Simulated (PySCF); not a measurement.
**One shape, several levels: C6H8 (1,3-Cyclohexadiene)**

Aim: a comparison of 6 runs (HF/STO-3G, HF/3-21G, HF/6-311G**, r2SCAN/6-31G*, B3LYP/6-31G*, PBE0/def2-SVP) of C6H8 (1,3-Cyclohexadiene). The job is set up through a Python script.

Program for the calculation: PySCF 2.14.0.

**1. The system as given**

C6H8 has 14 atoms, charge 0, and is taken as a singlet. As SMILES, `C1=CCCC=C1`. The shape is that of a GFN2-xTB optimisation.

Bond lengths: C1–C2 1.331 Å, C2–C3 1.501 Å, C3–C4 1.529 Å, C4–C5 1.501 Å, C1–C6 1.452 Å, C5–C6 1.331 Å, C1–H7 1.080 Å, C2–H8 1.080 Å, C3–H9 1.091 Å, C3–H10 1.098 Å, C4–H11 1.091 Å, C4–H12 1.098 Å, C5–H13 1.080 Å, C6–H14 1.080 Å. Some angles: C1–C2–C3 120.8°, C2–C1–C6 120.4°, C2–C3–C4 111.3°, C3–C4–C5 111.2°, C4–C5–C6 120.8°, C1–C6–C5 120.5°, C1–C2–H8 121.6°, C3–C2–H8 117.5°, C2–C1–H7 121.5°, C6–C1–H7 118.1°.

**2. Energy and forces at HF/STO-3G (run 1)**

input.py

```python
import pyscf.grad
from pyscf import gto

system = gto.Mole()
system.atom = '''
C     -0.364190    -1.512300     0.046930
C      0.416510    -0.958920     0.972070
C      0.931370     0.440570     0.805000
C     -0.058420     1.306440     0.024590
C     -0.613210     0.567240    -1.157650
C     -0.768780    -0.754100    -1.122970
H     -0.706260    -2.533030     0.134280
H      0.754040    -1.514940     1.834670
H      1.135900     0.891500     1.777640
H      1.884570     0.389910     0.263040
H      0.425850     2.230670    -0.295350
H     -0.897070     1.586520     0.675050
H     -0.935990     1.153370    -2.005700
H     -1.204300    -1.292960    -1.951610
'''
system.spin = 0
system.max_memory = 1860
system.verbose = 3
system.basis = 'sto-3g'
system.build()

mf = system.RHF()
mf.conv_tol = 1e-10
mf.kernel()
if not mf.converged:
    mf = mf.newton().run(mf.mo_coeff, mf.mo_occ)

e_final = mf.e_tot
print('E = %.10f Eh' % e_final)
grad = mf.Gradients().kernel()
mf.analyze()
```

On the command line:

```console
$ OMP_NUM_THREADS=1 python input.py
```

Output:

```text
converged SCF energy = -229.040309218589
[... 12 lines left out ...]
MO #3   energy= -11.0168452845187  occ= 2
[... 6 lines left out ...]
MO #10  energy= -0.800098049555423 occ= 2
[... 6 lines left out ...]
MO #17  energy= -0.501233143851633 occ= 2
[... 6 lines left out ...]
MO #24  energy= 0.419287409863626  occ= 0
[... 6 lines left out ...]
MO #31  energy= 0.737113586794728  occ= 0
[... 6 lines left out ...]
MO #38  energy= 1.13053222172128   occ= 0
[... 15 lines left out ...]
Dipole moment(X, Y, Z, Debye):  0.14380,  0.28548,  0.13545
```

It took 7.5 s on 1 thread of Intel Xeon at 2.50GHz (Skylake/Cascade Lake), shared host; peak memory 0.12 GiB.

**3. Energy and gradient at HF/3-21G (run 2)**

input.py

```python
import pyscf.grad
from pyscf import gto, scf

mol = gto.M(
    atom='''
C     -0.688219    -2.857833     0.088685
C      0.787090    -1.812096     1.836946
C      1.760034     0.832557     1.521230
C     -0.110398     2.468814     0.046468
C     -1.158799     1.071928    -2.187641
C     -1.452784    -1.425042    -2.122106
H     -1.334638    -4.786733     0.253752
H      1.424929    -2.862822     3.467024
H      2.146540     1.684691     3.359253
H      3.561321     0.736823     0.497074
H      0.804740     4.215355    -0.558131
H     -1.695217     2.998088     1.275660
H     -1.768765     2.179553    -3.790224
H     -2.275797    -2.443340    -3.688008
''',
    charge=0,
    unit='bohr',
    verbose=4,
    basis='3-21g',
    max_memory=1860,
)

mf = scf.RHF(mol)
mf.conv_tol = 1e-10
mf.kernel()
if not mf.converged:
    mf = mf.newton().run(mf.mo_coeff, mf.mo_occ)

energy = mf.e_tot
print('Final energy', energy)
grad = mf.Gradients().kernel()
dip = mf.dip_moment()
pop, q = mf.mulliken_pop()
```

On the command line:

```console
$ OMP_NUM_THREADS=1 python input.py
```

Output:

```text
PySCF version 2.14.0

[... 70 lines left out ...]
converged SCF energy = -230.541829381941
Final energy -230.54182938194086
[... 11 lines left out ...]
Dipole moment(X, Y, Z, Debye):  0.16834,  0.33268,  0.15739
[... 85 lines left out ...]
charge of   13H =      0.22997
```

Run time: 8.4 s. Hardware: 1 thread of Intel Xeon at 2.50GHz (Skylake/Cascade Lake), shared host; peak memory 0.14 GiB.

Run 3 isn't shown in full; the table further down has it.

**4. Energy and forces at r2SCAN/6-31G(d) (spherical functions) (run 4)**

job.py

```python
from pyscf import gto, dft

mol = gto.M(
    atom=[
    ('C', (-0.364190, -1.512300, 0.046930)),
    ('C', (0.416510, -0.958920, 0.972070)),
    ('C', (0.931370, 0.440570, 0.805000)),
    ('C', (-0.058420, 1.306440, 0.024590)),
    ('C', (-0.613210, 0.567240, -1.157650)),
    ('C', (-0.768780, -0.754100, -1.122970)),
    ('H', (-0.706260, -2.533030, 0.134280)),
    ('H', (0.754040, -1.514940, 1.834670)),
    ('H', (1.135900, 0.891500, 1.777640)),
    ('H', (1.884570, 0.389910, 0.263040)),
    ('H', (0.425850, 2.230670, -0.295350)),
    ('H', (-0.897070, 1.586520, 0.675050)),
    ('H', (-0.935990, 1.153370, -2.005700)),
    ('H', (-1.204300, -1.292960, -1.951610)),
],
    basis='6-31g*',
    max_memory=1860,
    verbose=4,
    charge=0,
)

myscf = dft.RKS(mol, xc='r2scan')
myscf.grids.level = 5
myscf.conv_tol = 1e-10
myscf.kernel()
if not myscf.converged:
    myscf = myscf.newton().run(myscf.mo_coeff, myscf.mo_occ)

e_final = myscf.e_tot
print(f'total energy: {e_final:.8f} hartree')
grad = myscf.nuc_grad_method().kernel()
dip = myscf.dip_moment()
pop, q = myscf.mulliken_pop()
```

On the command line:

```console
$ OMP_NUM_THREADS=1 python job.py
```

Output:

```text
PySCF version 2.14.0

[... 87 lines left out ...]
converged SCF energy = -233.259832139812
total energy: -233.25983214 hartree
[... 12 lines left out ...]
Dipole moment(X, Y, Z, Debye):  0.17195,  0.34069,  0.16124
[... 115 lines left out ...]
charge of   13H =      0.15427
```

Run time: 2.9 min. Hardware: 1 thread of Intel Xeon at 2.50GHz (Skylake/Cascade Lake), shared host; peak memory 1 GiB.

Run 5 isn't shown in full; the table further down has it.

**5. Energy and forces at PBE0/def2-SVP (run 6)**

input.py

```python
from pyscf import gto, dft

mol = gto.Mole()
mol.atom = '''
C     -0.688219    -2.857833     0.088685
C      0.787090    -1.812096     1.836946
C      1.760034     0.832557     1.521230
C     -0.110398     2.468814     0.046468
C     -1.158799     1.071928    -2.187641
C     -1.452784    -1.425042    -2.122106
H     -1.334638    -4.786733     0.253752
H      1.424929    -2.862822     3.467024
H      2.146540     1.684691     3.359253
H      3.561321     0.736823     0.497074
H      0.804740     4.215355    -0.558131
H     -1.695217     2.998088     1.275660
H     -1.768765     2.179553    -3.790224
H     -2.275797    -2.443340    -3.688008
'''
mol.spin = 0
mol.max_memory = 1860
mol.verbose = 3
mol.basis = 'def2-svp'
mol.unit = 'bohr'
mol.build()

mf = dft.RKS(mol, xc='pbe0')
mf.grids.level = 5
mf.conv_tol = 1e-10
mf.kernel()
if not mf.converged:
    mf = mf.newton().run(mf.mo_coeff, mf.mo_occ)

e_tot = mf.e_tot
print('Final energy', e_tot)
grad = mf.nuc_grad_method().kernel()
mf.analyze()
```

On the command line:

```console
$ OMP_NUM_THREADS=1 python input.py
```

Output:

```text
converged SCF energy = -232.967030360126
[... 28 lines left out ...]
MO #19  energy= -0.344228842590253 occ= 2
[... 20 lines left out ...]
MO #40  energy= 0.440280082938242  occ= 0
[... 20 lines left out ...]
MO #61  energy= 0.762168865538265  occ= 0
[... 20 lines left out ...]
MO #82  energy= 1.7348559314004    occ= 0
[... 20 lines left out ...]
MO #103 energy= 2.28301738823116   occ= 0
[... 20 lines left out ...]
MO #124 energy= 3.53957388135913   occ= 0
[... 15 lines left out ...]
Dipole moment(X, Y, Z, Debye):  0.18891,  0.37469,  0.17742
```

It took 2.6 min on 1 thread of Intel Xeon at 2.50GHz (Skylake/Cascade Lake), shared host; peak memory 1.3 GiB.

**6. All runs side by side**

| run | level | integration grid | Cartesian functions | energy (Eh) | dipole moment (D) | HOMO energy (eV) | LUMO energy (eV) | wall time |
| --- | --- | --- | --- | --- | --- | --- | --- | --- |
| 1 | HF/STO-3G | – | no | -229.040309 | 0.35 | -6.60 | 6.84 | 7.5 s |
| 2 | HF/3-21G | – | no | -230.541829 | 0.40 | -8.10 | 3.60 | 8.4 s |
| 3 | HF/6-311G** | – | no | -231.884798 | 0.41 | -8.16 | 3.33 | 1.9 min |
| 4 | r2SCAN/6-31G* (spherical functions) | 5 | no | -233.259832 | 0.41 | -4.99 | -1.10 | 2.9 min |
| 5 | B3LYP/6-31G* (Cartesian functions) | 5 | yes | -233.417630 | 0.37 | -5.60 | -0.40 | 2 min |
| 6 | PBE0/def2-SVP | 5 | no | -232.967030 | 0.46 | -6.10 | -0.55 | 2.6 min |

**7. Outcome**

| quantity | value |
| --- | --- |
| run 6: total energy | -232.96703 Eh |
| run 6: dipole moment | 0.46 D |
| run 6: HOMO energy | -6.10 eV |
| run 6: LUMO energy | -0.55 eV |
| run 6: HOMO–LUMO gap | 5.55 eV |
| run 6: largest force on an atom | 0.668 eV/Å |

What this shows: The dipole moment (its size) runs from 0.35 D (HF/STO-3G) to 0.46 D (PBE0/def2-SVP). The two ends differ in method and basis. The HOMO–LUMO gap runs from 3.89 eV (r2SCAN/6-31G*) to 13.45 eV (HF/STO-3G). Totals of different functionals can't be ranked against each other. In run 1 the basis is minimal, so the values are rough. All runs together took 9.7 min, the longest 2.9 min.
